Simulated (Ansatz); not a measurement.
# Rb on Nb(100): change of the work function, part 5 of 6

Aim: the work function of Nb(100) at several coverages of Rb (hollow site), and the dipole that each adsorbate carries.

Ansatz 0.2.0; plane-wave DFT, r2SCAN, Ansatz PAW.

So far, work function, upper face (eV): step 2 (the clean slab) 3.54; step 4 (adsorbate added, coverage 0.5 ML) 1.92; step 6 (the slab at 0.25 ML, atoms frozen) 1.59; step 7 (the substrate of the 0.25 ML cell alone) 3.55; step 8 (the adsorbate layer of the 0.25 ML cell alone) 2.28.

## (10) A changed input

This step: plane-wave DFT, r2SCAN, Ansatz PAW (Ansatz 0.2.0).

System of this step: Rb/Nb(100). The cell holds 22 atoms: 20 Nb and 2 Rb. Its edges and angles: a = 6.600 Å, b = 6.600 Å, c = 27.689 Å, α = 90.0°, β = 90.0°, γ = 90.0°. Vacuum lies along c.

A run with a changed input: it repeats the earlier run at 0.5 ML with scf.convergence.dr2_threshold from 1e-08 to 1e-06, basis.ecutrho_ratio to 9 and scf.lower_state_search to standard.

Input file input.yaml:

```yaml
crystal:
  lattice:
    - [6.6, 0.0, 0.0]
    - [0.0, 6.6, 0.0]
    - [0.0, 0.0, 27.6894575281]
  atoms:
    - { symbol: Nb, position: [0.0, 0.0, 0.3250334533] }
    - { symbol: Nb, position: [0.25, 0.25, 0.3846229198] }
    - { symbol: Nb, position: [0.0, 0.0, 0.4439042903] }
    - { symbol: Nb, position: [0.25, 0.25, 0.5048660727] }
    - { symbol: Nb, position: [0.0, 0.0, 0.5562150607] }
    - { symbol: Nb, position: [0.0, 0.5, 0.3250334533] }
    - { symbol: Nb, position: [0.25, 0.75, 0.3846229198] }
    - { symbol: Nb, position: [0.0, 0.5, 0.4439042903] }
    - { symbol: Nb, position: [0.25, 0.75, 0.5048660727] }
    - { symbol: Nb, position: [0.0, 0.5, 0.5562150607] }
    - { symbol: Nb, position: [0.5, 0.0, 0.3250334533] }
    - { symbol: Nb, position: [0.75, 0.25, 0.3846229198] }
    - { symbol: Nb, position: [0.5, 0.0, 0.4439042903] }
    - { symbol: Nb, position: [0.75, 0.25, 0.5048660727] }
    - { symbol: Nb, position: [0.5, 0.0, 0.5562150607] }
    - { symbol: Nb, position: [0.5, 0.5, 0.3250334533] }
    - { symbol: Nb, position: [0.75, 0.75, 0.3846229198] }
    - { symbol: Nb, position: [0.5, 0.5, 0.4439042903] }
    - { symbol: Nb, position: [0.75, 0.75, 0.5048660727] }
    - { symbol: Nb, position: [0.5, 0.5, 0.5562150607] }
    - { symbol: Rb, position: [0.25, 0.25, 0.6749665467] }
    - { symbol: Rb, position: [0.75, 0.75, 0.6749665467] }
kpoints:
  mp_grid: { grid: [5, 5, 1] }
hamiltonian:
  xc: r2scan
scf:
  occupations: { method: fermi_dirac, width: 0.1 }
  convergence: { dr2_threshold: 1.0e-06 }
  lower_state_search: standard
efield:
  axis: 3
  dipole_correction: true
  ramp_position: 0.97
  ramp_width: 0.06
relax:
  f_tol: 0.02
  max_steps: 60
  constraints: [{ sites: [0, 1, 5, 6, 10, 11, 15, 16] }]
output:
  bader: true
  dos: { projected: true, e_range: [-8, 4] }
  write_potential: true
  write_density: true
  volumetric_format: npy
basis:
  ecutrho_ratio: 9
```

Started as:

```bash
> ansatz run input.yaml --threads 4 --pin off --max-ram 12288MiB --backend cpu --events-out ev --progress --plain --runs-dir out
```

Numbers of over 12 decimals in the logs are rounded to 6 here.

What it wrote:

```text
Warning: scf.convergence.dr2_threshold = 1e-6 eV is looser than this run's default, which is 1e-7 eV or tighter. The error in the forces grows as the threshold's square root, so leave the key out unless less accurate forces are enough
[...]
Crystal: 22 atoms, lattice volume = 1206.153 Å³
Basis set: ecut = 500 eV, 30461 PW (Γ), exchange–correlation on 300×300×1280 points (64 copies of the dense FFT grid, shifted against one another)
Bands: 167, of which v1, the nominal top of the filled ones, is band 139 counted from 1 (138 counted from 0)
Symmetry: 16 space group operations
[...]
k-points: 6 of 25
[...]
SCF iter   1: F=-97799.782454 eV  HF=-97816.480020 eV  |F-HF|=1.67e1  |Δ(HF+E_count)|=         —  Δρ=9.74e-3  dr2=1.58e1  dr2_τ=4.16e-1  ethr=1.77e-3  p=0.533 e·Å  D=8.00e-2 V/Å  ΔV_dip=-2.22 eV  dr2_dipole=1.65e0  V_vac-E_F(+/−)=1.77/3.99 eV  ⟨swp⟩=12.7  Hψ=5371  notcnv=0
[...]
SCF iter  10: F=-97816.070127 eV  HF=-97816.070127 eV  |F-HF|=5.89e-8  |Δ(HF+E_count)|=   3.24e-7  Δρ=1.76e-6  dr2=1.99e-7  dr2_τ=6.15e-9  ethr=3.60e-10  p=0.419 e·Å  D=6.28e-2 V/Å  ΔV_dip=-1.74 eV  dr2_dipole=2.61e-9  V_vac-E_F(+/−)=1.95/3.69 eV  ⟨swp⟩=12.7  Hψ=7957  notcnv=0
SCF 1 converged in 10 iterations: F = -97816.070127 eV  dr2 = 1.99e-7
[...]
relax step   1: F+E_penalty+E_count = -97816.07012739 eV  Δ(F+E_penalty+E_count) = +0.000e0 eV  max|allowed force component| = 9.812e-2 eV/Å  Δτ_max = 0.0000 Å  (10 SCF iters, accepted)
[...]
SCF iter   7: F=-97816.070444 eV  HF=-97816.070444 eV  |F-HF|=5.38e-7  |Δ(HF+E_count)|=   1.83e-7  Δρ=4.08e-6  dr2=5.92e-7  dr2_τ=2.75e-8  ethr=3.60e-10  p=0.421 e·Å  D=6.32e-2 V/Å  ΔV_dip=-1.75 eV  dr2_dipole=1.08e-7  V_vac-E_F(+/−)=1.94/3.69 eV  ⟨swp⟩=10.0  Hψ=8092  notcnv=0
SCF 2 converged in 7 iterations: F = -97816.070444 eV  dr2 = 5.92e-7
[...]
relax step   2: F+E_penalty+E_count = -97816.07044363 eV  Δ(F+E_penalty+E_count) = -3.162e-4 eV  max|allowed force component| = 1.065e-1 eV/Å  Δτ_max = 0.0211 Å  (7 SCF iters, accepted)
SCF iter   1: F=-97816.061745 eV  HF=-97816.010215 eV  |F-HF|=5.15e-2  |Δ(HF+E_count)|=         —  Δρ=5.61e-4  dr2=1.25e-2  dr2_τ=8.74e-2  ethr=1.36e-4  p=0.421 e·Å  D=6.32e-2 V/Å  ΔV_dip=-1.75 eV  dr2_dipole=1.73e-4  V_vac-E_F(+/−)=1.95/3.70 eV  ⟨swp⟩=10.2  Hψ=3234  notcnv=0
[...]
SCF iter   7: F=-97816.074242 eV  HF=-97816.074242 eV  |F-HF|=3.01e-7  |Δ(HF+E_count)|=   2.04e-7  Δρ=3.29e-6  dr2=4.98e-7  dr2_τ=8.20e-9  ethr=3.60e-10  p=0.423 e·Å  D=6.35e-2 V/Å  ΔV_dip=-1.76 eV  dr2_dipole=5.53e-9  V_vac-E_F(+/−)=1.93/3.69 eV  ⟨swp⟩=9.7  Hψ=8259  notcnv=0
SCF 3 converged in 7 iterations: F = -97816.074242 eV  dr2 = 4.98e-7
relax step   3: F+E_penalty+E_count = -97816.07424175 eV  Δ(F+E_penalty+E_count) = -3.798e-3 eV  max|allowed force component| = 2.200e-2 eV/Å  Δτ_max = 0.0313 Å  (7 SCF iters, accepted)
SCF iter   1: F=-97816.054305 eV  HF=-97816.060216 eV  |F-HF|=5.91e-3  |Δ(HF+E_count)|=         —  Δρ=3.37e-4  dr2=1.73e-2  dr2_τ=1.64e-2  ethr=1.46e-5  p=0.423 e·Å  D=6.35e-2 V/Å  ΔV_dip=-1.76 eV  dr2_dipole=4.52e-3  V_vac-E_F(+/−)=1.94/3.69 eV  ⟨swp⟩=10.7  Hψ=3095  notcnv=0
[...]
SCF iter   6: F=-97816.074768 eV  HF=-97816.074768 eV  |F-HF|=3.38e-8  |Δ(HF+E_count)|=   1.44e-7  Δρ=1.83e-6  dr2=1.14e-7  dr2_τ=6.60e-9  ethr=3.60e-10  p=0.425 e·Å  D=6.38e-2 V/Å  ΔV_dip=-1.77 eV  dr2_dipole=1.62e-9  V_vac-E_F(+/−)=1.92/3.69 eV  ⟨swp⟩=12.8  Hψ=8975  notcnv=0
SCF 4 converged in 6 iterations: F = -97816.074768 eV  dr2 = 1.14e-7
relax step   4: F+E_penalty+E_count = -97816.07476772 eV  Δ(F+E_penalty+E_count) = -5.260e-4 eV  max|allowed force component| = 1.550e-2 eV/Å  Δτ_max = 0.0203 Å  (6 SCF iters, accepted)
[...]
SCF iter   2: F=-97816.074768 eV  HF=-97816.074768 eV  |F-HF|=7.92e-8  |Δ(HF+E_count)|=   4.13e-8  Δρ=1.05e-6  dr2=8.73e-8  dr2_τ=3.75e-9  ethr=3.97e-11  p=0.425 e·Å  D=6.38e-2 V/Å  ΔV_dip=-1.77 eV  dr2_dipole=1.47e-8  V_vac-E_F(+/−)=1.92/3.69 eV  ⟨swp⟩=10.8  Hψ=7428  notcnv=0
SCF 5 converged in 2 iterations: F = -97816.074768 eV  dr2 = 8.73e-8
[...]
SCF converged after 2 iterations
Free energy (F): -97816.074768 eV
[...]
Internal energy: -97815.298872 eV  (E = F + TS)
E sigma→0 (E₀):  -97815.686820 eV
Entropy (-TS):   -0.775896 eV (-35.268 meV/atom)
Fermi energy:    4.168293 eV
Dipole field:    D = 0.063767 V/Å  (p = 0.425047 e·Å, saw-weighted, corrected)
Work function:   Φ+ = 1.9249 eV   Φ− = 3.6906 eV
[...]
--- Forces (eV/Å), atoms counted from 1 ---
  atom   1  Nb    -0.00000000     0.00000000     1.39034466
  atom   2  Nb     0.00000000     0.00000000    -1.37078210
  atom   3  Nb     0.00000000     0.00000000     0.00167914
  atom   4  Nb     0.00000000     0.00000000     0.00127900
  atom   5  Nb    -0.00000000    -0.00000000    -0.00195416
  atom   6  Nb    -0.00000000     0.00000000     1.39034466
  atom   7  Nb     0.00000000    -0.00000000    -1.39365320
  atom   8  Nb     0.00000000    -0.00000000     0.00167914
  atom   9  Nb     0.00000000    -0.00000000    -0.01540524
  atom  10  Nb    -0.00000000     0.00000000    -0.00195416
  atom  11  Nb    -0.00000000     0.00000000     1.39034466
  atom  12  Nb     0.00000000     0.00000000    -1.39365320
  atom  13  Nb     0.00000000    -0.00000000     0.00167914
  atom  14  Nb     0.00000000     0.00000000    -0.01540524
  atom  15  Nb    -0.00000000     0.00000000    -0.00195416
  atom  16  Nb    -0.00000000     0.00000000     1.39034466
  atom  17  Nb     0.00000000    -0.00000000    -1.37078210
  atom  18  Nb     0.00000000     0.00000000     0.00167914
  atom  19  Nb     0.00000000     0.00000000     0.00127900
  atom  20  Nb    -0.00000000    -0.00000000    -0.00195416
  atom  21  Rb    -0.00000000    -0.00000000    -0.00153643
  atom  22  Rb    -0.00000000     0.00000000    -0.00153643
  max |Σ_I F_I| component: 8.26e-5 eV/Å
--- Band table (eV; the first three rows and the last of 6) ---
  k-point 0: bands = [... 135 lower, 4.2684, 4.2747, 4.3973, 4.3973, 4.4072, 4.4728, 4.5900, 4.6145, ... 24 higher]
  k-point 1: bands = [... 135 lower, 4.0621, 4.0785, 4.1697, 4.1930, 4.2704, 4.5144, 4.5808, 4.6485, ... 24 higher]
  k-point 2: bands = [... 135 lower, 3.9752, 4.0846, 4.1534, 4.1640, 4.1848, 4.2138, 4.2443, 4.5257, ... 24 higher]
  k-point 5: bands = [... 135 lower, 3.4198, 3.5482, 3.6096, 3.6204, 3.8994, 4.2017, 4.3624, 4.3705, ... 24 higher]
--- The result so far, ahead of a search for a lower minimum behind the relaxation; the run's own can be another ---
--- Relaxed structure (4 steps of the walk, 4 accepted, 0 SCFs on fresh bases) ---
  F+E_penalty+E_count = -97816.07476772 eV   max|allowed force component| = 1.550e-2 eV/Å
  atoms:
    - { symbol: Nb, position: [0.0, 0.0, 0.3250334533] }
    - { symbol: Nb, position: [0.25, 0.25, 0.3846229198] }
    - { symbol: Nb, position: [0, 0, 0.443934] }
    - { symbol: Nb, position: [0.25, 0.25, 0.505267] }
    - { symbol: Nb, position: [0, 0, 0.556395] }
    - { symbol: Nb, position: [0.0, 0.5, 0.3250334533] }
    - { symbol: Nb, position: [0.25, 0.750000, 0.3846229198] }
    - { symbol: Nb, position: [0, 0.5, 0.443934] }
    - { symbol: Nb, position: [0.25, 0.750000, 0.504621] }
    - { symbol: Nb, position: [0, 0.5, 0.556395] }
    - { symbol: Nb, position: [0.5, 0.0, 0.3250334533] }
    - { symbol: Nb, position: [0.750000, 0.25, 0.3846229198] }
    - { symbol: Nb, position: [0.5, 0, 0.443934] }
    - { symbol: Nb, position: [0.750000, 0.25, 0.504621] }
    - { symbol: Nb, position: [0.5, 0, 0.556395] }
    - { symbol: Nb, position: [0.5, 0.5, 0.3250334533] }
    - { symbol: Nb, position: [0.750000, 0.750000, 0.3846229198] }
    - { symbol: Nb, position: [0.5, 0.5, 0.443934] }
    - { symbol: Nb, position: [0.750000, 0.750000, 0.505267] }
    - { symbol: Nb, position: [0.5, 0.5, 0.556395] }
    - { symbol: Rb, position: [0.25, 0.25, 0.673137] }
    - { symbol: Rb, position: [0.750000, 0.750000, 0.673137] }
--- Bader charges: 22 sites ---
  site symbol  charge [e]  shift [e]
     0     Nb     -0.1250     0.0000
     1     Nb      0.0492     0.0000
     2     Nb      0.1620     0.0000
     3     Nb      0.0030     0.0000
     4     Nb     -0.3177     0.0000
     5     Nb     -0.1250     0.0000
     6     Nb      0.0565     0.0000
     7     Nb      0.1620     0.0000
     8     Nb     -0.0032     0.0000
     9     Nb     -0.3177     0.0000
    10     Nb     -0.1249     0.0000
    11     Nb      0.0565     0.0000
    12     Nb      0.1620     0.0000
    13     Nb     -0.0032     0.0000
    14     Nb     -0.3178     0.0000
    15     Nb     -0.1249     0.0000
    16     Nb      0.0492     0.0000
    17     Nb      0.1621     0.0000
    18     Nb      0.0030     0.0000
    19     Nb     -0.3178     0.0000
    20     Rb      0.4557     0.0000
    21     Rb      0.4557     0.0000
  estimated error of the sums over rays = 9.2e-4 e
--- Search for a lower minimum behind the relaxation: the rows below count on from the relaxation's ---
SCF iter   1: F=-97799.425344 eV  HF=-97816.490854 eV  |F-HF|=1.71e1  |Δ(HF+E_count)|=         —  Δρ=9.79e-3  dr2=1.60e1  dr2_τ=4.17e-1  ethr=1.77e-3  p=0.545 e·Å  D=8.18e-2 V/Å  ΔV_dip=-2.27 eV  dr2_dipole=1.77e0  V_vac-E_F(+/−)=1.72/3.99 eV  ⟨swp⟩=12.2  Hψ=5352  notcnv=0
[...]
SCF iter   9: F=-97816.074767 eV  HF=-97816.074768 eV  |F-HF|=3.20e-7  |Δ(HF+E_count)|=   1.24e-6  Δρ=3.64e-6  dr2=8.03e-7  dr2_τ=4.45e-8  ethr=3.60e-10  p=0.426 e·Å  D=6.39e-2 V/Å  ΔV_dip=-1.77 eV  dr2_dipole=1.12e-8  V_vac-E_F(+/−)=1.92/3.69 eV  ⟨swp⟩=4.0  Hψ=2463  notcnv=0
SCF 1 converged in 9 iterations: F = -97816.074767 eV  dr2 = 8.03e-7
SCF converged after 2 iterations
Free energy (F): -97816.074768 eV
[...]
Internal energy: -97815.298872 eV  (E = F + TS)
E sigma→0 (E₀):  -97815.686820 eV
Entropy (-TS):   -0.775896 eV (-35.268 meV/atom)
Fermi energy:    4.168293 eV
Dipole field:    D = 0.063767 V/Å  (p = 0.425047 e·Å, saw-weighted, corrected)
Work function:   Φ+ = 1.9249 eV   Φ− = 3.6906 eV
[...]
--- Forces (eV/Å), atoms counted from 1 ---
  atom   1  Nb    -0.00000000     0.00000000     1.39034466
  atom   2  Nb     0.00000000     0.00000000    -1.37078210
  atom   3  Nb     0.00000000     0.00000000     0.00167914
  atom   4  Nb     0.00000000     0.00000000     0.00127900
  atom   5  Nb    -0.00000000    -0.00000000    -0.00195416
  atom   6  Nb    -0.00000000     0.00000000     1.39034466
  atom   7  Nb     0.00000000    -0.00000000    -1.39365320
  atom   8  Nb     0.00000000    -0.00000000     0.00167914
  atom   9  Nb     0.00000000    -0.00000000    -0.01540524
  atom  10  Nb    -0.00000000     0.00000000    -0.00195416
  atom  11  Nb    -0.00000000     0.00000000     1.39034466
  atom  12  Nb     0.00000000     0.00000000    -1.39365320
  atom  13  Nb     0.00000000    -0.00000000     0.00167914
  atom  14  Nb     0.00000000     0.00000000    -0.01540524
  atom  15  Nb    -0.00000000     0.00000000    -0.00195416
  atom  16  Nb    -0.00000000     0.00000000     1.39034466
  atom  17  Nb     0.00000000    -0.00000000    -1.37078210
  atom  18  Nb     0.00000000     0.00000000     0.00167914
  atom  19  Nb     0.00000000     0.00000000     0.00127900
  atom  20  Nb    -0.00000000    -0.00000000    -0.00195416
  atom  21  Rb    -0.00000000    -0.00000000    -0.00153643
  atom  22  Rb    -0.00000000     0.00000000    -0.00153643
  max |Σ_I F_I| component: 8.26e-5 eV/Å
--- Band table (eV; the first three rows and the last of 6) ---
  k-point 0: bands = [... 135 lower, 4.2684, 4.2747, 4.3973, 4.3973, 4.4072, 4.4728, 4.5900, 4.6145, ... 24 higher]
  k-point 1: bands = [... 135 lower, 4.0621, 4.0785, 4.1697, 4.1930, 4.2704, 4.5144, 4.5808, 4.6485, ... 24 higher]
  k-point 2: bands = [... 135 lower, 3.9752, 4.0846, 4.1534, 4.1640, 4.1848, 4.2138, 4.2443, 4.5257, ... 24 higher]
  k-point 5: bands = [... 135 lower, 3.4198, 3.5482, 3.6096, 3.6204, 3.8994, 4.2017, 4.3624, 4.3705, ... 24 higher]
--- Relaxed structure (4 steps of the walk, 4 accepted, 0 SCFs on fresh bases) ---
  F+E_penalty+E_count = -97816.07476772 eV   max|allowed force component| = 1.550e-2 eV/Å
  atoms:
    - { symbol: Nb, position: [0.0, 0.0, 0.3250334533] }
    - { symbol: Nb, position: [0.25, 0.25, 0.3846229198] }
    - { symbol: Nb, position: [0, 0, 0.443934] }
    - { symbol: Nb, position: [0.25, 0.25, 0.505267] }
    - { symbol: Nb, position: [0, 0, 0.556395] }
    - { symbol: Nb, position: [0.0, 0.5, 0.3250334533] }
    - { symbol: Nb, position: [0.25, 0.750000, 0.3846229198] }
    - { symbol: Nb, position: [0, 0.5, 0.443934] }
    - { symbol: Nb, position: [0.25, 0.750000, 0.504621] }
    - { symbol: Nb, position: [0, 0.5, 0.556395] }
    - { symbol: Nb, position: [0.5, 0.0, 0.3250334533] }
    - { symbol: Nb, position: [0.750000, 0.25, 0.3846229198] }
    - { symbol: Nb, position: [0.5, 0, 0.443934] }
    - { symbol: Nb, position: [0.750000, 0.25, 0.504621] }
    - { symbol: Nb, position: [0.5, 0, 0.556395] }
    - { symbol: Nb, position: [0.5, 0.5, 0.3250334533] }
    - { symbol: Nb, position: [0.750000, 0.750000, 0.3846229198] }
    - { symbol: Nb, position: [0.5, 0.5, 0.443934] }
    - { symbol: Nb, position: [0.750000, 0.750000, 0.505267] }
    - { symbol: Nb, position: [0.5, 0.5, 0.556395] }
    - { symbol: Rb, position: [0.25, 0.25, 0.673137] }
    - { symbol: Rb, position: [0.750000, 0.750000, 0.673137] }
--- Bader charges: 22 sites ---
  site symbol  charge [e]  shift [e]
     0     Nb     -0.1250     0.0000
     1     Nb      0.0492     0.0000
     2     Nb      0.1620     0.0000
     3     Nb      0.0030     0.0000
     4     Nb     -0.3177     0.0000
     5     Nb     -0.1250     0.0000
     6     Nb      0.0565     0.0000
     7     Nb      0.1620     0.0000
     8     Nb     -0.0032     0.0000
     9     Nb     -0.3177     0.0000
    10     Nb     -0.1249     0.0000
    11     Nb      0.0565     0.0000
    12     Nb      0.1620     0.0000
    13     Nb     -0.0032     0.0000
    14     Nb     -0.3178     0.0000
    15     Nb     -0.1249     0.0000
    16     Nb      0.0492     0.0000
    17     Nb      0.1621     0.0000
    18     Nb      0.0030     0.0000
    19     Nb     -0.3178     0.0000
    20     Rb      0.4557     0.0000
    21     Rb      0.4557     0.0000
  estimated error of the sums over rays = 9.2e-4 e
```

The job ended after 9.9 min (4 threads of Arm Neoverse V2, shared host; peak memory 10 GiB).

(Continued in part 6 of 6.)

[Logs are printed without paths, hosts, clocks, repeated set-up lines and the standing remarks that a program may print on its own settings, such as how far it seeks lower states.]

[Hosts, paths, dates, database ids (printed as entryN), source tags and the programs' standing remarks are cut or masked in the printed files.]

[Maps of the electrostatic potential energy from Ansatz leave out the sawtooth potential of an applied field or a dipole correction, so their vacuum need not be flat; planar profiles and work functions include it.]
